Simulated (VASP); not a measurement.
# SiO2 (Stishovite) (P4_2/mnm) in VASP: a series of runs

Aim: see how the results for SiO2 (Stishovite) move with the level of theory and the settings. Levels: LDA, PBE. Tasks: relaxation of cell and atoms.

All numbers are computed with VASP 6.6.1; they aren't measurements. Logs are shortened: lines on timing, memory, paths and dates and some standing lists are left out, and cuts for length are marked.

**1. Starting point**

It takes space group P4_2/mnm (No. 136, tetragonal). Conventional cell: a = 4.086 Å, b = 4.086 Å, c = 2.639 Å, α = 90.00°, β = 90.00°, γ = 90.00°. Si (site symmetry mmm) has 6 O at 1.74 to 1.76 Å as nearest neighbours. Around O (site symmetry m2m) lie 3 Si at 1.74 to 1.76 Å.

**2. Relaxation of cell and atoms, LDA, target pressure 15 GPa, at which the enthalpy is minimised**

INCAR

```
PREC = Accurate
ENCUT = 600
EDIFF = 1E-7
ISMEAR = 0
SIGMA = 0.03
LREAL = False
LASPH = True
NELM = 80
ALGO = Normal
ISIF = 3
LWAVE = False
LCHARG = False
GGA = CA
IBRION = 2
NSW = 90
EDIFFG = -0.005
PSTRESS = 150.0
KPAR = 2
```

KPOINTS

```
Automatic mesh
0
Gamma
  8 8 10
```

POSCAR

```
SiO2                                    
1.0
    4.0857522176      0.0000000000      0.0000000000
    0.0000000000      4.0857522176      0.0000000000
    0.0000000000      0.0000000000      2.6394775807
  Si              O             
     2     4
Direct
     0.0000000000000000    0.0000000000000000    0.0000000000000000
     0.5000000000000000    0.5000000000000000    0.5000000000000000
     0.3039692455483564    0.3039692455483564    0.0000000000000000
     0.1960307544516436    0.8039692455483564    0.5000000000000000
     0.6960307544516436    0.6960307544516436    0.0000000000000000
     0.8039692455483564    0.1960307544516436    0.5000000000000000
```

Potentials or basis: VASP PAW LDA potentials, release 64 (Si, O).

On the command line:

```console
cat potpaw_LDA.64/Si/POTCAR potpaw_LDA.64/O/POTCAR > POTCAR
mpirun -np 2 vasp_std > vasp.out
```

OUTCAR:

```text
PREC = Accurate
   ENCUT = 600
   EDIFF = 1E-7
   ISMEAR = 0
   LREAL = False
   LASPH = True
   NELM = 80
   ISIF = 3
   GGA = CA
   IBRION = 2
   NSW = 90
   EDIFFG = -0.005
   PSTRESS = 150.0

 ion  position               nearest neighbor table
   1  0.000  0.000  0.000-   4 1.74   6 1.74   4 1.74   6 1.74   5 1.76   3 1.76
   2  0.500  0.500  0.500-   3 1.74   5 1.74   3 1.74   5 1.74   4 1.76   6 1.76
   3  0.304  0.304  0.000-   2 1.74   2 1.74   1 1.76
   4  0.196  0.804  0.500-   1 1.74   1 1.74   2 1.76
   5  0.696  0.696  0.000-   2 1.74   2 1.74   1 1.76
   6  0.804  0.196  0.500-   1 1.74   1 1.74   2 1.76

  LATTYP: Found a simple tetragonal cell.
 ALAT       =     4.0857522176
 C/A-ratio  =     0.6460199836

  Lattice vectors:

 A1 = (   4.0857522176,   0.0000000000,   0.0000000000)
 A2 = (   0.0000000000,   4.0857522176,   0.0000000000)
 A3 = (   0.0000000000,   0.0000000000,   2.6394775807)

Analysis of symmetry for initial positions (statically):
=====================================================================
 Subroutine PRICEL returns:
 Original cell was already a primitive cell.

 Routine SETGRP: Setting up the symmetry group for a
 simple tetragonal supercell.

 Subroutine GETGRP returns: Found 16 space group operations
 (whereof  8 operations were pure point group operations)
 out of a pool of 16 trial point group operations.

The static configuration has the point symmetry D_2h.
 The point group associated with its full space group is D_4h.

Analysis of symmetry for dynamics (positions and initial velocities):
=====================================================================
 Subroutine PRICEL returns:
 Original cell was already a primitive cell.

 Routine SETGRP: Setting up the symmetry group for a
 simple tetragonal supercell.

 Subroutine GETGRP returns: Found 16 space group operations
 (whereof  8 operations were pure point group operations)
 out of a pool of 16 trial point group operations.

The dynamic configuration has the point symmetry D_2h.
 The point group associated with its full space group is D_4h.

 Subroutine INISYM returns: Found 16 space group operations
 (whereof  8 operations are pure point group operations),
 and found     1 'primitive' translations

----------------------------------------------------------------------------------------

                                     Primitive cell

  volume of cell :      44.0618

  direct lattice vectors                    reciprocal lattice vectors
     4.085752218  0.000000000  0.000000000     0.244752972  0.000000000  0.000000000
     0.000000000  4.085752218  0.000000000     0.000000000  0.244752972  0.000000000
     0.000000000  0.000000000  2.639477581     0.000000000  0.000000000  0.378862850

  length of vectors
     4.085752218  4.085752218  2.639477581     0.244752972  0.244752972  0.378862850

  position of ions in fractional coordinates (direct lattice)
     0.000000000  0.000000000  0.000000000
     0.500000000  0.500000000  0.500000000
     0.303969246  0.303969246  0.000000000
     0.196030754  0.803969246  0.500000000
     0.696030754  0.696030754  0.000000000
     0.803969246  0.196030754  0.500000000

  ion indices of the primitive-cell ions
   primitive index   ion index
                 1           1
                 2           2
                 3           3
                 4           4
                 5           5
                 6           6

----------------------------------------------------------------------------------------

 KPOINTS: Automatic mesh

Automatic generation of k-mesh.
 Grid dimensions read from file:
 generate k-points for:    8    8   10

 Generating k-lattice:

  Cartesian coordinates                     Fractional coordinates (reciprocal lattice)
     0.030594122  0.000000000  0.000000000     0.125000000  0.000000000  0.000000000
     0.000000000  0.030594122  0.000000000     0.000000000  0.125000000  0.000000000
     0.000000000  0.000000000  0.037886285     0.000000000  0.000000000  0.100000000

  Length of vectors
     0.030594122  0.030594122  0.037886285

  Shift w.r.t. Gamma in fractional coordinates (k-lattice)
     0.000000000  0.000000000  0.000000000

 Subroutine IBZKPT returns following result:
 ===========================================

 Found     90 irreducible k-points:

 Following reciprocal coordinates:
            Coordinates               Weight
  0.000000  0.000000  0.000000      1.000000
  0.125000  0.000000  0.000000      4.000000
  0.250000  0.000000  0.000000      4.000000
  0.375000  0.000000  0.000000      4.000000
  0.500000  0.000000  0.000000      2.000000
  0.125000  0.125000  0.000000      4.000000
[... 16 lines left out ...]
  0.375000  0.125000  0.100000     16.000000
  0.500000  0.125000  0.100000      8.000000
 [... further k-points ...]
   k-points           NKPTS =     90   k-points in BZ     NKDIM =     90   number of bands    NBANDS=     20
   number of dos      NEDOS =    301   number of ions     NIONS =      6
   total plane-waves  NPLWV =  31104
   dimension x,y,z NGX =    36 NGY =   36 NGZ =   24
   dimension x,y,z NGXF=    72 NGYF=   72 NGZF=   48
   ions per type =               2   4
   NGX,Y,Z   is equivalent  to a cutoff of  14.65, 14.65, 15.12 a.u.
   NGXF,Y,Z  is equivalent  to a cutoff of  29.30, 29.30, 30.23 a.u.
 SYSTEM =  unknown system
   PREC   = accura    normal or accurate (medium, high low for compatibility)
   ISTART =      0    job   : 0-new  1-cont  2-samecut
   ICHARG =      2    charge: 1-file 2-atom 10-const
   ISPIN  =      1    spin polarized calculation?
   LNONCOLLINEAR =      F non collinear calculations
   LSORBIT =      F    spin-orbit coupling
   LASPH  =      T    aspherical Exc in radial PAW
   ENCUT  =  600.0 eV  44.10 Ry    6.64 a.u.   8.16  8.16  5.27*2*pi/ulx,y,z
   NELM   =     80;   NELMIN=  2; NELMDL= -5     # of ELM steps
   EDIFF  = 0.1E-06   stopping-criterion for ELM
   LREAL  =      F    real-space projection
   EDIFFG = -.5E-02   stopping-criterion for IOM
   NSW    =     90    number of steps for IOM
   IBRION =      2    ionic relax: 0-MD 1-quasi-New 2-CG
   NFREE  =      1    steps in history (QN), initial steepest desc. (CG)
   ISIF   =      3    stress and relaxation
   ISYM   =      2    0-nonsym 1-usesym 2-fastsym
   POTIM  = 0.5000    time-step for ionic-motion
   TEBEG  =    0.0;   TEEND  =   0.0 temperature during run
   PSTRESS=  150.0 pullay stress
   NELECT =      32.0000    total number of electrons
   NUPDOWN=      -1.0000    fix difference up-down
   EMIN   =  10.00;   EMAX   =-10.00  energy-range for DOS
   EFERMI =   0.00;   METHOD = LEGACY
   ISMEAR =     0;   SIGMA  =   0.03  broadening in eV -4-tet -1-fermi 0-gaus
   EFERMI_NEDOS =   21; number of points for ismear=-14 and -15
   IALGO  =     38    algorithm
   IMIX   =      4    mixing-type and parameters
     AMIX     =   0.40;   BMIX     =  1.00
     AMIX_MAG =   1.60;   BMIX_MAG =  1.00
  volume/ion in A,a.u.               =       7.34        49.56
  Fermi-wavevector in a.u.,A,eV,Ry     =   1.471536  2.780799 29.462293  2.165417
  Thomas-Fermi vector in A             =   2.586660
   LORBIT       =      0    0 simple, 1 ext, 2 COOP (PROOUT), +10 PAW based schemes
   GGA     = CA    functional components
   LHFCALC =     F    Hartree Fock is set to
   AEXX    =    0.0000 exact exchange contribution
   IVDW    =     0    specifies the selected vdW correction
   LEPSILON=     F    determine dielectric tensor
   LRPA    =     F    only Hartree local field effects (RPA)
 conjugate gradient relaxation of ions
 non-spin polarized calculation
 Gauss-broadening in eV      SIGMA  =   0.03
  energy-cutoff  :      600.00
  volume of cell :       44.06
 maximum number of plane-waves:      1504
 NGX is ok and might be reduce to    36
   NGX = 17   NGY = 17   NGZ = 11

 number of electron      31.9999997 magnetization

 Free energy of the ion-electron system (eV)
  ---------------------------------------------------
  ext. energy  EPLUGINS =         0.00000000
  ---------------------------------------------------
  free energy    TOTEN  =       -51.89069004 eV

  energy without entropy =      -51.89069004  energy(sigma->0) =      -51.89069004

 E-fermi :   9.1276     XC(G=0): -13.0240

 val. band max:        8.9278081411   @ k =   0.0000   0.0000   0.0000
 cond. band min:      15.4079137698   @ k =   0.0000   0.0000   0.0000
 fundamental gap:      6.4801056286
 Fermi energy:         9.1275660549

 k-point     1 :       0.0000    0.0000    0.0000
  band No.  band energies     occupation
      1     -14.0856      2.00000
      2     -10.0562      2.00000
      3     -10.0562      2.00000
      4      -9.6527      2.00000
      5      -2.4676      2.00000
      6       1.9940      2.00000
[... 12 lines left out ...]
     19      17.4839      0.00000
     20      17.4839      0.00000

 k-point     2 :       0.1250    0.0000    0.0000
  band No.  band energies     occupation
      1     -13.9954      2.00000
      2     -10.5344      2.00000
      3     -10.0069      2.00000
      4      -9.3788      2.00000
      5      -2.3567      2.00000
      6       1.6033      2.00000
[... 12 lines left out ...]
     19      17.5038      0.00000
     20      17.5518      0.00000
[... 465 lines left out ...]
      3      -9.7854      2.00000
      4      -9.3068      2.00000
      5      -1.2571      2.00000
      6       0.1069      2.00000
[... 12 lines left out ...]
     19      18.3920      0.00000
     20      18.8691      0.00000

 k-point    24 :       0.5000    0.1250    0.1000
  band No.  band energies     occupation
      1     -12.5264      2.00000
      2     -12.5264      2.00000
      3      -9.5331      2.00000
      4      -9.5331      2.00000
      5      -0.6134      2.00000
      6      -0.6134      2.00000
[... 12 lines left out ...]
     19      18.7663      0.00000
     20      18.7663      0.00000

 [... further k-points ...]

------------------------ aborting loop because EDIFF is reached ----------------------------------------

  FORCE on cell =-STRESS in cart. coord.  units (eV):
  Direction    XX          YY          ZZ          XY          YZ          ZX
  --------------------------------------------------------------------------------------
  -------------------------------------------------------------------------------------
  Total        4.1022065      4.1022065      4.1145124     -0.0000000      0.0000000      0.0000000
  in kB      149.1647049    149.1647049    149.6121739     -0.0000000      0.0000000      0.0000000
  external PRESSURE =      -0.6861388 kB  Pullay stress =     150.0000000 kB

 VOLUME and BASIS-vectors are now :
 -----------------------------------------------------------------------------
  energy-cutoff  :      600.00
  volume of cell :       44.06
      direct lattice vectors                 reciprocal lattice vectors
     4.085752218  0.000000000  0.000000000     0.244752972  0.000000000  0.000000000
     0.000000000  4.085752218  0.000000000     0.000000000  0.244752972  0.000000000
     0.000000000  0.000000000  2.639477581     0.000000000  0.000000000  0.378862850

 POSITION                                       TOTAL-FORCE (eV/Angst)
 -----------------------------------------------------------------------------------
      0.00000      0.00000      0.00000         0.000000      0.000000      0.000000
      2.04288      2.04288      1.31974         0.000000      0.000000      0.000000
      1.24194      1.24194      0.00000         0.002603      0.002603      0.000000
      0.80093      3.28482      1.31974        -0.002603      0.002603      0.000000
      2.84381      2.84381      0.00000        -0.002603     -0.002603      0.000000
      3.28482      0.80093      1.31974         0.002603     -0.002603      0.000000
 -----------------------------------------------------------------------------------
    total drift:                                0.000000     -0.000000     -0.000000

  FREE ENERGIE OF THE ION-ELECTRON SYSTEM (eV)
  ---------------------------------------------------
  free  energy   TOTEN  =       -51.8906900437 eV

  energy  without entropy=      -51.8906900437  energy(sigma->0) =      -51.89069004

  enthalpy is  TOTEN    =       -47.7655119351 eV   P V=        4.1251781086

 reached required accuracy - stopping structural energy minimisation
```

It took 31 s on 2 MPI ranks of Intel Xeon Platinum 8488C (Sapphire Rapids), shared host; peak memory 0.18 GiB.

What came out:

```yaml
Free_energy: -51.8907 eV
Pressure_after_relaxing: 14.9 GPa
Largest_force_after_relaxing: 0.004 eV/Å
Band_gap_on_the_k_mesh: 6.48 eV, direct
```

Forces on the atoms (eV/Å):
```
Si   0.000  0.000  0.000
Si   0.000  0.000  0.000
O    0.003  0.003  0.000
O   -0.003  0.003  0.000
O   -0.003 -0.003  0.000
O    0.003 -0.003  0.000
```

Final structure:
```
Si O
1.0
     4.08575    0.00000    0.00000
     0.00000    4.08575    0.00000
     0.00000    0.00000    2.63948
Si O
2 4
Direct
  0.00000 0.00000 0.00000
  0.50000 0.50000 0.50000
  0.30397 0.30397 0.00000
  0.19603 0.80397 0.50000
  0.69603 0.69603 0.00000
  0.80397 0.19603 0.50000
```

Levels at points of the mesh, in eV from the valence-band top:
```csv
k point,band 13,band 14,band 15,band 16,band 17,band 18,band 19,band 20
"(0.00, 0.00, 0.00)",-2.57,-0.94,-0.94,0.00,6.48,6.51,8.56,8.56
"(0.50, 0.00, 0.00)",-2.86,-2.86,-1.12,-1.12,8.18,8.18,9.17,9.17
"(0.50, 0.50, 0.00)",-2.97,-2.97,-2.49,-2.49,7.85,7.85,10.26,10.26
"(0.00, 0.00, 0.50)",-3.52,-3.52,-2.91,-2.91,9.62,9.62,12.88,12.88
"(0.50, 0.00, 0.50)",-2.44,-2.44,-1.94,-1.94,9.08,9.08,10.41,10.41
"(0.50, 0.50, 0.50)",-1.82,-1.82,-1.72,-1.72,7.61,7.61,11.27,11.27
```

Caveat: the relaxation stopped at its first step, so nothing moved; the cell is relaxed towards a set pressure, so the enthalpy falls and the energy may rise.

**3. Relaxation of cell and atoms, PBE**

This run uses another cell than the first one, of 7.75 Å³/atom, 1.056 times its volume.

INCAR

```
SYSTEM = SiO2
PREC = Accurate ; ENCUT = 600
EDIFF = 1E-6 ; ISMEAR = 0
SIGMA = 0.03 ; LREAL = .False.
LASPH = .True. ; NELM = 80
ALGO = Normal ; ISIF = 3
LWAVE = .False. ; LCHARG = .False.
GGA = PE ; IBRION = 2
NSW = 90 ; EDIFFG = -0.01
KPAR = 2
```

KPOINTS

```
regular mesh
0
Gamma
  8 8 10
  0 0 0
```

POSCAR

```
SiO2
1.0
    4.1773000000      0.0000000000      0.0000000000
    0.0000000000      4.1773000000      0.0000000000
    0.0000000000      0.0000000000      2.6652000000
Si O
2 4
Direct
    0.0000000000      0.0000000000      0.0000000000
    0.5000000000      0.5000000000      0.5000000000
    0.3059000000      0.3059000000      0.0000000000
    0.1941000000      0.8059000000      0.5000000000
    0.6941000000      0.6941000000      0.0000000000
    0.8059000000      0.1941000000      0.5000000000
```

Potentials or basis: VASP PAW PBE potentials, release 64 (Si, O).

On the command line:

```console
cat potpaw_PBE.64/Si/POTCAR potpaw_PBE.64/O/POTCAR > POTCAR
mpirun -np 2 vasp_std > vasp.out
```

Run time: 2.2 min. Hardware: 2 MPI ranks of Intel Xeon Platinum 8259CL at 2.50GHz (Skylake/Cascade Lake), shared host; peak memory 0.22 GiB.

It converged, with:

```yaml
Free_energy: -46.3243 eV
Relaxed_volume: 8.04 Å³/atom
Relaxed_cell: a = 4.231 Å, b = 4.231 Å, c = 2.693 Å, α = 90.00°, β = 90.00°, γ = 90.00°
Space_group_after_relaxing_to_0.05_Å: P4_2/mnm (No. 136)
Energy_gained_by_relaxing: 9.1 meV/atom
Ionic_steps: 7
Pressure_after_relaxing: -0.1 GPa
Largest_force_after_relaxing: 0.003 eV/Å
Band_gap_on_the_k_mesh: 5.03 eV, direct
```

Forces on the atoms (eV/Å):
```
Si   0.000  0.000  0.000
Si   0.000  0.000  0.000
O    0.002  0.002  0.000
O   -0.002  0.002  0.000
O   -0.002 -0.002  0.000
O    0.002 -0.002  0.000
```

Stress tensor (GPa, compression positive):
```
-0.07  0.00  0.00
 0.00 -0.07  0.00
 0.00  0.00 -0.17
```

The path:
```
step  energy change (eV)  largest force (eV/Å)  pressure (GPa)  volume (Å³)
   1              0.0000                0.0984           10.97        46.51
   2              0.0338                0.4649          -11.92        50.17
   3             -0.0520                0.1697            0.08        48.07
   4             -0.0520                0.1647            0.27        48.03
   5             -0.0545                0.0198            0.14        48.16
   6             -0.0545                0.0180            0.15        48.16
   7             -0.0549                0.0033           -0.10        48.23
```

Final structure:
```
Si O
1.0
     4.23144    0.00000    0.00000
     0.00000    4.23144    0.00000
     0.00000    0.00000    2.69338
Si O
2 4
Cartesian
  0.0000 4.2314 2.6934
  2.1157 2.1157 1.3467
  1.2980 1.2980 0.0000
  0.8178 3.4137 1.3467
  2.9335 2.9335 2.6934
  3.4137 0.8178 1.3467
```

Levels at points of the mesh, in eV from the valence-band top:
```csv
k point,band 12,band 13,band 14,band 15,band 16,band 17,band 18,band 19,band 20
"(0.00, 0.00, 0.00)",-3.03,-2.50,-0.85,-0.85,0.00,5.03,6.59,8.27,8.27
"(0.50, 0.00, 0.00)",-3.71,-2.62,-2.62,-1.04,-1.04,7.29,7.29,8.86,8.86
"(0.50, 0.50, 0.00)",-3.15,-2.55,-2.55,-2.17,-2.17,7.01,7.01,9.77,9.77
"(0.00, 0.00, 0.50)",-4.48,-2.89,-2.89,-2.56,-2.56,8.64,8.64,12.33,12.33
"(0.50, 0.00, 0.50)",-3.81,-2.21,-2.21,-1.67,-1.67,8.43,8.43,9.46,9.46
"(0.50, 0.50, 0.50)",-4.35,-1.72,-1.72,-1.47,-1.47,6.81,6.81,10.71,10.71
```

A k mesh can miss the band edges. Zero-point motion and thermal expansion aren't in these numbers.
